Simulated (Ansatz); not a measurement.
PbTe built on the zincblende prototype, relaxed with r2SCAN. The symmetry is F-43m (No. 216, cubic); conventional cell a = 7.283 Å, 48.29 Å³ an atom. Around Pb lie 4 Te at 3.15 Å; around Te lie 4 Pb at 3.15 Å.

```
Pb Te
1.0
     0.00000    3.64149    3.64149
     3.64149    0.00000    3.64149
     3.64149    3.64149    0.00000
Pb Te
1 1
Cartesian
  0.0000 0.0000 0.0000
  1.8207 1.8207 1.8207
```

5 runs of the plane-wave code Ansatz on this cell differ in the functional (and in the settings that go with it). Levels are in eV from each run's valence top; v1 is the last filled band, c1 the first empty one.

Run A, mean stress +0.6 GPa (compression positive):

| point | v2 | v1 | c1 | c2 |
| --- | --- | --- | --- | --- |
| Γ | -1.46 | -1.46 | 1.52 | 1.52 |
| X | -2.69 | -0.60 | 0.59 | 4.39 |
| U | -2.49 | -0.41 | 1.54 | 3.58 |
| L | -2.01 | -1.94 | 2.33 | 2.33 |

Run B, mean stress -1.7 GPa (compression positive):

| point | v2 | v1 | c1 | c2 |
| --- | --- | --- | --- | --- |
| Γ | -1.44 | -1.44 | 1.47 | 1.47 |
| X | -2.68 | -0.62 | 0.46 | 4.32 |
| U | -2.49 | -0.44 | 1.44 | 3.48 |
| L | -2.00 | -1.99 | 2.28 | 2.28 |

Run C, mean stress 0.0 GPa (compression positive):

| point | v2 | v1 | c1 | c2 |
| --- | --- | --- | --- | --- |
| Γ | -1.57 | -1.57 | 1.71 | 1.71 |
| X | -2.82 | -0.62 | 0.75 | 4.72 |
| U | -2.62 | -0.41 | 1.74 | 3.85 |
| L | -2.13 | -1.96 | 2.55 | 2.55 |

Run D, mean stress +3.0 GPa (compression positive):

| point | v2 | v1 | c1 | c2 |
| --- | --- | --- | --- | --- |
| Γ | -2.44 | -2.44 | 6.19 | 6.19 |
| X | -4.16 | -0.91 | 4.95 | 10.16 |
| U | -3.88 | -0.50 | 6.15 | 8.86 |
| L | -3.20 | -2.53 | 7.17 | 7.17 |

Run E, mean stress 0.0 GPa (compression positive):

| point | v2 | v1 | c1 | c2 |
| --- | --- | --- | --- | --- |
| Γ | -1.72 | -1.72 | 2.58 | 2.58 |
| X | -3.10 | -0.70 | 1.57 | 5.77 |
| U | -2.89 | -0.45 | 2.60 | 4.83 |
| L | -2.35 | -2.15 | 3.46 | 3.46 |

**Question.** Match the runs to LDA, PBE, r2SCAN, PBE0, Hartree-Fock.

**Answer.** A is PBE, B is LDA, C is r2SCAN, D is Hartree-Fock, E is PBE0. In order of the gap: LDA 0.46, PBE 0.59, r2SCAN 0.75, PBE0 1.57, Hartree-Fock 4.95 eV.

All values are calculated for a non-magnetic cell, which may be hypothetical.

Spin-orbit coupling is left out; in compounds of Pb, Bi, Tl or Hg it can lower a gap by up to about 1 eV, split its edges or invert the bands.

The program warns that its thresholds are loose for a hybrid's stress.

The meshes of the hybrids are coarse, so their gaps aren't converged to the digits shown.
